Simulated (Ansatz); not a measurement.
# CoO (Fm-3m) in Ansatz: a series of runs, part 2 of 2

Ansatz 0.2.0. The steps go on from the part before.

**4. Band structure, PBEsol, collinear spin, ferromagnetic start**

File input.yaml:

```yaml
crystal:
  lattice:
    - [0.0, 2.1315, 2.1315]
    - [2.1315, 0.0, 2.1315]
    - [2.1315, 2.1315, 0.0]
  atoms:
    - { symbol: Co, position: [0.0, 0.0, 0.0], spin: 2.0 }
    - { symbol: O, position: [0.5, 0.5, 0.5] }
kpoints:
  mp_grid: { grid: [11, 11, 11] }
  band_path:
    path:
      - [0.0, 0.0, 0.0]
      - [0.5, 0.0, 0.5]
      - [0.5, 0.25, 0.75]
      - [0.375, 0.375, 0.75]
      - [0.0, 0.0, 0.0]
      - [0.5, 0.5, 0.5]
      - [0.625, 0.25, 0.625]
      - [0.5, 0.25, 0.75]
    npoints: 8
scf:
  occupations: { method: fermi_dirac, width: 0.05 }
hamiltonian:
  xc: pbesol
  pseudopotentials: { kind: all_electron, datasets: crystal }
magnetization:
  spin_polarized: true
output:
  forces: true
  stress: true
  eigenvalues: true
```

Potentials or basis: all-electron PAW datasets made for the crystal.

Command:

```
$ ansatz run input.yaml --threads 2 --pin off --max-ram 6144MiB --backend cpu --events-out ev --progress --plain --runs-dir out
```

It took 12 s on 2 threads of Arm Neoverse V2, shared host; peak memory 0.61 GiB.

The run converged. Its results:

| Item | Value |
| --- | --- |
| Free energy | -39924.6622 eV |
| Pressure | -10.8 GPa |
| Band gap along the path | none (metal or under the smearing width) |
| Net moment | 2.96 μB per cell |
| Absolute moment | 2.97 μB per cell |
| Site moments | Co +2.51; O +0.34 μB |

Levels at the corners of the path, in eV from the Fermi level:
Spin up:
```csv
point,band 11,band 12,band 13,band 14,band 15,band 16
Γ,-3.16,-3.16,-3.16,0.75,16.44,17.77
X,-2.46,-2.14,-2.14,5.59,9.54,11.37
W,-2.37,-2.14,-1.43,7.83,9.72,9.72
K,-2.11,-2.01,-1.37,7.16,9.41,9.52
Γ,-3.16,-3.16,-3.16,0.75,16.44,17.77
L,-1.88,0.03,0.03,4.76,9.10,13.12
U,-2.11,-2.01,-1.37,7.16,9.41,9.52
W,-2.37,-2.14,-1.43,7.83,9.72,9.72
```
Spin down:
```csv
point,band 7,band 8,band 9,band 10,band 11,band 12,band 13,band 14
Γ,-2.65,-2.65,-1.11,-1.11,-1.11,-0.09,-0.09,1.31
X,-3.92,-3.92,-2.28,0.15,0.15,0.39,0.86,6.43
W,-5.72,-5.13,-0.38,-0.38,0.16,0.75,1.48,8.75
K,-5.76,-4.40,-1.04,0.00,0.17,1.00,1.47,7.97
Γ,-2.65,-2.65,-1.11,-1.11,-1.11,-0.09,-0.09,1.31
L,-4.74,-4.74,-0.11,-0.11,0.19,2.60,2.60,5.08
U,-5.76,-4.40,-1.04,0.00,0.17,1.00,1.47,7.97
W,-5.72,-5.13,-0.38,-0.38,0.16,0.75,1.48,8.75
```

Caveat: a cell with one magnetic atom can't hold antiferromagnetic order, which such compounds often take; semilocal functionals often make such compounds metallic where correlation or magnetic order opens a gap, which also shifts bond lengths.

**5. Band structure, PBEsol, collinear spin, ferromagnetic start**

input.yaml, as its differences from that of step 4:

```diff
@@ -25,3 +25,6 @@
   xc: pbesol
-  pseudopotentials: { kind: all_electron, datasets: crystal }
+  pseudopotentials:
+    kind: all_electron
+    lapw: { basis_error: 0.001 }
+    dirac_shells: { Co: ["2p"] }
 magnetization:
```

Potentials or basis: all-electron LAPW, inner shells corrected to Dirac's equation.

Command:

```
$ ansatz run input.yaml --threads 2 --pin off --max-ram 6144MiB --backend cpu --events-out ev --progress --plain --runs-dir out
```

It took 12 s on 2 threads of Arm Neoverse V2, shared host; peak memory 0.42 GiB.

The run converged. Its results:

| Quantity | Value |
| --- | --- |
| Free energy | -39925.4517 eV |
| Pressure | -10.8 GPa |
| Band gap along the path | none (metal or under the smearing width) |
| Net moment | 2.96 μB per cell |
| Absolute moment | 2.97 μB per cell |
| Site moments | Co +2.60; O +0.34 μB |

Levels at the corners of the path, in eV from the Fermi level:
Spin up:
| point | band 11 | band 12 | band 13 | band 14 | band 15 | band 16 | band 17 | band 18 |
| --- | --- | --- | --- | --- | --- | --- | --- | --- |
| Γ | -3.26 | -3.16 | -3.16 | -3.16 | 0.75 | 16.44 | 17.77 | 17.77 |
| X | -2.97 | -2.46 | -2.14 | -2.14 | 5.59 | 9.54 | 11.37 | 15.44 |
| W | -2.37 | -2.37 | -2.14 | -1.43 | 7.83 | 9.72 | 9.72 | 12.42 |
| K | -2.27 | -2.11 | -2.01 | -1.37 | 7.16 | 9.41 | 9.52 | 14.76 |
| Γ | -3.26 | -3.16 | -3.16 | -3.16 | 0.75 | 16.44 | 17.77 | 17.77 |
| L | -2.43 | -1.88 | 0.03 | 0.03 | 4.76 | 9.10 | 13.12 | 13.12 |
| U | -2.27 | -2.11 | -2.01 | -1.37 | 7.16 | 9.41 | 9.52 | 14.76 |
| W | -2.37 | -2.37 | -2.14 | -1.43 | 7.83 | 9.72 | 9.72 | 12.42 |
Spin down:
```csv
point,band 7,band 8,band 9,band 10,band 11,band 12,band 13,band 14,band 15,band 16
Γ,-2.65,-2.65,-2.65,-1.11,-1.11,-1.11,-0.09,-0.09,1.31,16.38
X,-6.53,-3.92,-3.92,-2.28,0.15,0.15,0.39,0.86,6.43,10.05
W,-5.72,-5.72,-5.13,-0.38,-0.38,0.16,0.75,1.48,8.75,10.29
K,-6.14,-5.76,-4.40,-1.04,0.00,0.17,1.00,1.47,7.97,10.04
Γ,-2.65,-2.65,-2.65,-1.11,-1.11,-1.11,-0.09,-0.09,1.31,16.38
L,-7.73,-4.74,-4.74,-0.11,-0.11,0.19,2.60,2.60,5.08,9.92
U,-6.14,-5.76,-4.40,-1.04,0.00,0.17,1.00,1.47,7.97,10.04
W,-5.72,-5.72,-5.13,-0.38,-0.38,0.16,0.75,1.48,8.75,10.29
```

Caveat: a cell with one magnetic atom can't hold antiferromagnetic order, which such compounds often take; semilocal functionals often make such compounds metallic where correlation or magnetic order opens a gap, which also shifts bond lengths.

**6. The runs side by side**

| potentials or basis | cutoff (eV) | basis error allowed | pressure (GPa) | moment (μB) |
| --- | --- | --- | --- | --- |
| all-electron LAPW, scalar-relativistic | 360 | 0.001 eV/atom | -10.8 | 2.96 |
| all-electron LAPW, non-relativistic | 360 | 0.001 eV/atom | -9.9 | 2.94 |
| all-electron PAW datasets made for the crystal | 400 | - | -10.8 | 2.96 |
| all-electron LAPW, inner shells corrected to Dirac's equation | 360 | 0.001 eV/atom | -10.8 | 2.96 |

Alike in all rows: task band structure; level PBEsol; spin collinear, ferromagnetic start; cell as given; k mesh 11 × 11 × 11; smearing fermi-dirac 0.05 eV.

Caveats: a cell with one magnetic atom can't hold antiferromagnetic order, which such compounds often take; semilocal functionals often make such compounds metallic where correlation or magnetic order opens a gap, which also shifts bond lengths.

Compare energies only between runs with the same functional and basis.
